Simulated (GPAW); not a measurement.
SnTe:

```xyz
2
Lattice="0.0000 3.1509 3.1509 3.1509 0.0000 3.1509 3.1509 3.1509 0.0000" Properties=species:S:1:pos:R:3 pbc="T T T"
Te    3.1509    3.1509    3.1509
Sn    0.0000    0.0000    0.0000
```

Base run:

```yaml
Program: GPAW 26.7.0
Functional: PBEsol
Potentials_or_basis: PAW data sets generated in the run's folder for this functional
Cutoff: 600 eV
Basis: pw
k_mesh: 7 × 7 × 7
Occupations: gaussian, width 0.05 eV
Spin: no spin polarisation
```

Its results: pressure -0.7 GPa.

Task: The run is repeated on the same cell with these changes: functional from PBEsol to BLYP; occupations from gaussian, width 0.05 eV to fermi-dirac, width 0.05 eV. What comes out?

Result: Pressure 5.8 GPa.
